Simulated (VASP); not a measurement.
# Si in VASP: a series of runs

The runs below take Si through relaxation of cell and atoms, with r2SCAN+rVV10.

Program: VASP 6.6.1. These are calculated values, not measurements. Logs are shortened: lines on timing, memory, paths and dates and some standing lists are left out, and cuts for length are marked.

### Step 1. Starting point

The cell holds a slab with vacuum, 2 atoms: a = 3.767 Å, b = 3.767 Å, c = 18.444 Å, α = 90.00°, β = 90.00°, γ = 120.00°.

The cell was built by a generator and needn't be a form met in nature.

### Step 2. Relaxation of cell and atoms, r2SCAN+rVV10

Contents of INCAR:

```
SYSTEM = Si
PREC = Accurate
ENCUT = 600
EDIFF = 1E-6
ISMEAR = 0
SIGMA = 0.03
LREAL = .FALSE.
LASPH = .TRUE.
NELM = 120
ALGO = Normal
ISIF = 3
LWAVE = .FALSE.
LCHARG = .FALSE.
METAGGA = R2SCAN
LMIXTAU = .TRUE.
LUSE_VDW = .TRUE.
IVDW_NL = 2
BPARAM = 11.95
CPARAM = 0.0093
IBRION = 2
NSW = 90
EDIFFG = -0.01
LATTICE_CONSTRAINTS = .TRUE. .TRUE. .FALSE.
```

Contents of KPOINTS:

```
Automatic mesh
0
G
  9 9 1
  0 0 0
```

Contents of POSCAR:

```
Si
1.0
    3.7674649300      0.0000000000      0.0000000000
   -1.8837324700      3.2627203400      0.0000000000
    0.0000000000      0.0000000000     18.4440000000
Si
2
Direct
    0.3333333300      0.6666666700      0.5120364300
    0.6666666700      0.3333333300      0.4879635700
```

Potentials or basis: VASP PAW PBE potentials, release 64 (Si).

Run with:

```bash
> cat potpaw_PBE.64/Si/POTCAR > POTCAR
> mpirun -np 1 vasp_std > vasp.out
```

OUTCAR:

```text
SYSTEM = Si
   PREC = Accurate
   ENCUT = 600
   EDIFF = 1E-6
   ISMEAR = 0
   LREAL = .FALSE.
   LASPH = .TRUE.
   NELM = 120
   ISIF = 3
   METAGGA = R2SCAN
   IVDW_NL = 2
   BPARAM = 11.95
   IBRION = 2
   NSW = 90
   EDIFFG = -0.01

 ion  position               nearest neighbor table
   1  0.333  0.667  0.512-   2 2.22   2 2.22   2 2.22
   2  0.667  0.333  0.488-   1 2.22   1 2.22   1 2.22

  LATTYP: Found a hexagonal cell.
 ALAT       =     3.7674649300
 C/A-ratio  =     4.8955996519

  Lattice vectors:

 A1 = (   3.7674649300,   0.0000000000,   0.0000000000)
 A2 = (  -1.8837324700,   3.2627203400,   0.0000000000)
 A3 = (   0.0000000000,   0.0000000000,  18.4440000000)

Analysis of symmetry for initial positions (statically):
=====================================================================
 Subroutine PRICEL returns:
 Original cell was already a primitive cell.

 Routine SETGRP: Setting up the symmetry group for a
 hexagonal supercell.

 Subroutine GETGRP returns: Found 12 space group operations
 (whereof 12 operations were pure point group operations)
 out of a pool of 24 trial point group operations.

The static configuration has the point symmetry D_3d.

Analysis of symmetry for dynamics (positions and initial velocities):
=====================================================================
 Subroutine PRICEL returns:
 Original cell was already a primitive cell.

 Routine SETGRP: Setting up the symmetry group for a
 hexagonal supercell.

 Subroutine GETGRP returns: Found 12 space group operations
 (whereof 12 operations were pure point group operations)
 out of a pool of 24 trial point group operations.

The dynamic configuration has the point symmetry D_3d.

 Subroutine INISYM returns: Found 12 space group operations
 (whereof 12 operations are pure point group operations),
 and found     1 'primitive' translations

----------------------------------------------------------------------------------------

                                     Primitive cell

  volume of cell :     226.7171

  direct lattice vectors                    reciprocal lattice vectors
     3.767464930  0.000000000  0.000000000     0.265430473  0.153246356  0.000000000
    -1.883732470  3.262720340  0.000000000     0.000000000  0.306492710  0.000000000
     0.000000000  0.000000000 18.444000000     0.000000000  0.000000000  0.054218174

  length of vectors
     3.767464930  3.767464935 18.444000000     0.306492711  0.306492710  0.054218174

  position of ions in fractional coordinates (direct lattice)
     0.333333330  0.666666670  0.512036430
     0.666666670  0.333333330  0.487963570

  ion indices of the primitive-cell ions
   primitive index   ion index
                 1           1
                 2           2

----------------------------------------------------------------------------------------

 KPOINTS: Automatic mesh

Automatic generation of k-mesh.
 Grid dimensions read from file:
 generate k-points for:    9    9    1

 Generating k-lattice:

  Cartesian coordinates                     Fractional coordinates (reciprocal lattice)
     0.029492275  0.017027373  0.000000000     0.111111111 -0.000000000  0.000000000
     0.000000000  0.034054746  0.000000000     0.000000000  0.111111111  0.000000000
     0.000000000  0.000000000  0.054218174     0.000000000  0.000000000  1.000000000

  Length of vectors
     0.034054746  0.034054746  0.054218174

  Shift w.r.t. Gamma in fractional coordinates (k-lattice)
     0.000000000  0.000000000  0.000000000

 Subroutine IBZKPT returns following result:
 ===========================================

 Found     12 irreducible k-points:

 Following reciprocal coordinates:
            Coordinates               Weight
  0.000000  0.000000  0.000000      1.000000
  0.111111  0.000000  0.000000      6.000000
  0.222222 -0.000000  0.000000      6.000000
  0.333333  0.000000  0.000000      6.000000
  0.444444 -0.000000  0.000000      6.000000
  0.111111  0.111111  0.000000      6.000000
  0.222222  0.111111  0.000000     12.000000
  0.333333  0.111111  0.000000     12.000000
  0.444444  0.111111  0.000000      6.000000
  0.222222  0.222222  0.000000      6.000000
  0.333333  0.222222  0.000000     12.000000
  0.333333  0.333333  0.000000      2.000000
   k-points           NKPTS =     12   k-points in BZ     NKDIM =     12   number of bands    NBANDS=      8
   number of dos      NEDOS =    301   number of ions     NIONS =      2
   total plane-waves  NPLWV = 135000
   dimension x,y,z NGX =    30 NGY =   30 NGZ =  150
   dimension x,y,z NGXF=    60 NGYF=   60 NGZF=  300
   ions per type =               2
   NGX,Y,Z   is equivalent  to a cutoff of  13.24, 13.24, 13.52 a.u.
   NGXF,Y,Z  is equivalent  to a cutoff of  26.48, 26.48, 27.04 a.u.
 SYSTEM =  Si
   PREC   = accura    normal or accurate (medium, high low for compatibility)
   ISTART =      0    job   : 0-new  1-cont  2-samecut
   ICHARG =      2    charge: 1-file 2-atom 10-const
   ISPIN  =      1    spin polarized calculation?
   LNONCOLLINEAR =      F non collinear calculations
   LSORBIT =      F    spin-orbit coupling
   LASPH  =      T    aspherical Exc in radial PAW
   ENCUT  =  600.0 eV  44.10 Ry    6.64 a.u.   7.52  7.52 36.84*2*pi/ulx,y,z
   NELM   =    120;   NELMIN=  2; NELMDL= -5     # of ELM steps
   EDIFF  = 0.1E-05   stopping-criterion for ELM
   LREAL  =      F    real-space projection
   EDIFFG = -.1E-01   stopping-criterion for IOM
   NSW    =     90    number of steps for IOM
   IBRION =      2    ionic relax: 0-MD 1-quasi-New 2-CG
   NFREE  =      1    steps in history (QN), initial steepest desc. (CG)
   ISIF   =      3    stress and relaxation
   ISYM   =      2    0-nonsym 1-usesym 2-fastsym
   POTIM  = 0.5000    time-step for ionic-motion
   TEBEG  =    0.0;   TEEND  =   0.0 temperature during run
   PSTRESS=    0.0 pullay stress
   NELECT =       8.0000    total number of electrons
   NUPDOWN=      -1.0000    fix difference up-down
   EMIN   =  10.00;   EMAX   =-10.00  energy-range for DOS
   EFERMI =   0.00;   METHOD = LEGACY
   ISMEAR =     0;   SIGMA  =   0.03  broadening in eV -4-tet -1-fermi 0-gaus
   EFERMI_NEDOS =   21; number of points for ismear=-14 and -15
   IALGO  =     38    algorithm
   IMIX   =      4    mixing-type and parameters
     AMIX     =   0.40;   BMIX     =  1.00
     AMIX_MAG =   1.60;   BMIX_MAG =  1.00
  volume/ion in A,a.u.               =     113.36       764.98
  Fermi-wavevector in a.u.,A,eV,Ry     =   0.536962  1.014711  3.922941  0.288328
  Thomas-Fermi vector in A             =   1.562520
   LORBIT       =      0    0 simple, 1 ext, 2 COOP (PROOUT), +10 PAW based schemes
   METAGGA = R2SCAN    functional components
   LHFCALC =     F    Hartree Fock is set to
   AEXX    =    0.0000 exact exchange contribution
   IVDW_NL    =     2    kernel type
   BPARAM     =11.9500
   IVDW    =     0    specifies the selected vdW correction
   LEPSILON=     F    determine dielectric tensor
   LRPA    =     F    only Hartree local field effects (RPA)
 conjugate gradient relaxation of ions
 non-spin polarized calculation
 Gauss-broadening in eV      SIGMA  =   0.03
  energy-cutoff  :      600.00
  volume of cell :      226.72
 maximum number of plane-waves:      7621
 NGX is ok and might be reduce to    30
   NGX = 15   NGY = 15   NGZ = 73

--------------------------------------- Ionic step        1  -------------------------------------------

 number of electron       8.0000000 magnetization

 Free energy of the ion-electron system (eV)
  ---------------------------------------------------
  ext. energy  EPLUGINS =         0.00000000
  ---------------------------------------------------
  free energy    TOTEN  =       -15.76584386 eV

  energy without entropy =      -15.76500802  energy(sigma->0) =      -15.76542594

------------------------ aborting loop because EDIFF is reached ----------------------------------------

  FORCE on cell =-STRESS in cart. coord.  units (eV):
  Direction    XX          YY          ZZ          XY          YZ          ZX
  --------------------------------------------------------------------------------------
  -------------------------------------------------------------------------------------
  Total        1.9631440      1.9631440      0.0296332     -0.0000000      0.0000000      0.0000000
  in kB       13.8732607     13.8732608      0.2094138     -0.0000000      0.0000000      0.0000000
  external PRESSURE =       9.3186451 kB  Pullay stress =       0.0000000 kB
[... 89 lines left out ...]
  FREE ENERGIE OF THE ION-ELECTRON SYSTEM (eV)
  ---------------------------------------------------
  free  energy   TOTEN  =       -15.8037250408 eV

  energy  without entropy=      -15.8028892044  energy(sigma->0) =      -15.80330712

[... ionic steps 4 to 7 ...]

--------------------------------------- Ionic step        8  -------------------------------------------

 number of electron       8.0000001 magnetization

------------------------ aborting loop because EDIFF is reached ----------------------------------------

  FORCE on cell =-STRESS in cart. coord.  units (eV):
  Direction    XX          YY          ZZ          XY          YZ          ZX
  --------------------------------------------------------------------------------------
  -------------------------------------------------------------------------------------
  Total       -0.0583846     -0.0583846     -0.0039358      0.0000000      0.0000000      0.0000000
  in kB       -0.3938279     -0.3938279     -0.0265485      0.0000000      0.0000000      0.0000000
  external PRESSURE =      -0.2714014 kB  Pullay stress =       0.0000000 kB
[... 57 lines left out ...]
  energy  without entropy=      -15.8060183791  energy(sigma->0) =      -15.80643630

--------------------------------------- Ionic step       10  -------------------------------------------

 number of electron       8.0000001 magnetization

 Free energy of the ion-electron system (eV)
  ---------------------------------------------------
  ext. energy  EPLUGINS =         0.00000000
  ---------------------------------------------------
  free energy    TOTEN  =       -15.80748931 eV

  energy without entropy =      -15.80665347  energy(sigma->0) =      -15.80707139

 E-fermi :  -2.8745     XC(G=0):  -2.2967

 val. band max:       -2.8744753668   @ k =   0.3333   0.3333   0.0000
 cond. band min:      -2.8744750718   @ k =   0.3333   0.3333   0.0000
 fundamental gap:      0.0000002951
 Fermi energy:        -2.8744752193

 k-point     1 :       0.0000    0.0000    0.0000
  band No.  band energies     occupation
      1     -14.6895      2.00000
      2      -6.2757      2.00000
      3      -4.3907      2.00000
      4      -4.3907      2.00000
      5      -0.5374      0.00000
      6       0.1051      0.00000
      7       0.2087      0.00000
      8       0.2087      0.00000
[... 148 lines left out ...]
  FREE ENERGIE OF THE ION-ELECTRON SYSTEM (eV)
  ---------------------------------------------------
  free  energy   TOTEN  =       -15.8074893099 eV

  energy  without entropy=      -15.8066534735  energy(sigma->0) =      -15.80707139

 reached required accuracy - stopping structural energy minimisation
```

Run time: 61 min. Hardware: 1 thread of Intel Xeon Platinum 8375C at 2.90GHz (Ice Lake), shared host; peak memory 0.88 GiB.

What came out:

```yaml
Free_energy: -15.8075 eV
Relaxed_volume: 118.62 Å³/atom
Relaxed_cell: a = 3.854 Å, b = 3.854 Å, c = 18.444 Å, α = 90.00°, β = 90.00°, γ = 120.00°
Space_group_after_relaxing_to_0.05_Å: P-3m1 (No. 164)
Energy_gained_by_relaxing: 20.8 meV/atom
Ionic_steps: 10
Band_gap_on_the_k_mesh: none (metal or under the smearing width)
```

Step by step:
| step | energy change (eV) | largest force (eV/Å) | pressure (GPa) | volume (Å³) |
| --- | --- | --- | --- | --- |
| 1 | 0.0000 | 0.0787 | 0.93 | 226.72 |
| 2 | 0.0247 | 0.2639 | -1.00 | 248.70 |
| 3 | -0.0379 | 0.1071 | -0.02 | 235.98 |
| 4 | -0.0379 | 0.1041 | 0.00 | 235.79 |
| 5 | -0.0388 | 0.0899 | -0.01 | 235.99 |
| 6 | -0.0406 | 0.0515 | -0.01 | 236.58 |
| 7 | -0.0415 | 0.0059 | -0.03 | 237.76 |
| 8 | -0.0416 | 0.0038 | -0.03 | 237.52 |
| 9 | -0.0410 | 0.0214 | 0.11 | 236.09 |
| 10 | -0.0416 | 0.0010 | 0.00 | 237.24 |

Final structure:
```
Si
1.0
     3.85391    0.00000    0.00000
    -1.92696    3.33759    0.00000
     0.00000    0.00000   18.44400
Si
2
Direct
  0.33333 0.66667 0.50999
  0.66667 0.33333 0.49001
```

Levels at points of the mesh, in eV from the Fermi level:
```csv
k point,band 1,band 2,band 3,band 4,band 5,band 6,band 7,band 8
"(0.00, 0.00, 0.00)",-11.82,-3.40,-1.52,-1.52,2.34,2.98,3.08,3.08
```

Caveat: the PAW data sets were made with another functional, which shifts forces and pressure a little.

### Step 3. Relaxation of cell and atoms, r2SCAN+rVV10

This run uses another cell than the first one, of 118.62 Å³/atom, 1.046 times its volume.

INCAR: that of step 2 with these lines changed.

```diff
@@ -3,3 +3,3 @@
 ENCUT = 600
-EDIFF = 1E-6
+EDIFF = 1E-7
 ISMEAR = 0
@@ -21,3 +21,3 @@
 NSW = 90
-EDIFFG = -0.01
+EDIFFG = -0.005
 LATTICE_CONSTRAINTS = .TRUE. .TRUE. .FALSE.
```

KPOINTS is that of step 2.

Contents of POSCAR:

```
Si                                      
1.0
    3.8539121794     -0.0000000001      0.0000000000
   -1.9269560949      3.3375858543      0.0000000000
    0.0000000000      0.0000000000     18.4440000000
  Si            
     2
Direct
     0.3333333300000021    0.6666666699999979    0.5099856536705935
     0.6666666699999979    0.3333333300000021    0.4900143463294067
```

Potentials or basis: VASP PAW PBE potentials, release 64 (Si).

Run with:

```bash
> cat potpaw_PBE.64/Si/POTCAR > POTCAR
> mpirun -np 1 vasp_std > vasp.out
```

It took 19 min on 1 thread of Intel Xeon Platinum 8375C at 2.90GHz (Ice Lake), shared host; peak memory 0.94 GiB.

The run converged. Its results:

* Free energy: -15.8075 eV
* Band gap on the k mesh: none (metal or under the smearing width)

Final structure:
```cif
data_structure
_symmetry_space_group_name_H-M 'P 1'
_symmetry_Int_Tables_number 1
_cell_length_a 3.8539
_cell_length_b 3.8539
_cell_length_c 18.4440
_cell_angle_alpha 90.000
_cell_angle_beta 90.000
_cell_angle_gamma 120.000
_cell_volume 237.24
loop_
_atom_site_label
_atom_site_type_symbol
_atom_site_fract_x
_atom_site_fract_y
_atom_site_fract_z
_atom_site_occupancy
Si1 Si 0.33333 0.66667 0.50999 1
Si2 Si 0.66667 0.33333 0.49001 1
```

Levels at points of the mesh, in eV from the Fermi level:
```
           k point  band 1  band 2  band 3  band 4  band 5  band 6  band 7  band 8
(0.00, 0.00, 0.00)  -11.82   -3.40   -1.52   -1.52    2.34    2.98    3.08    3.08
```

Caveat: the relaxation stopped at its first step, so nothing moved; the PAW data sets were made with another functional, which shifts forces and pressure a little.
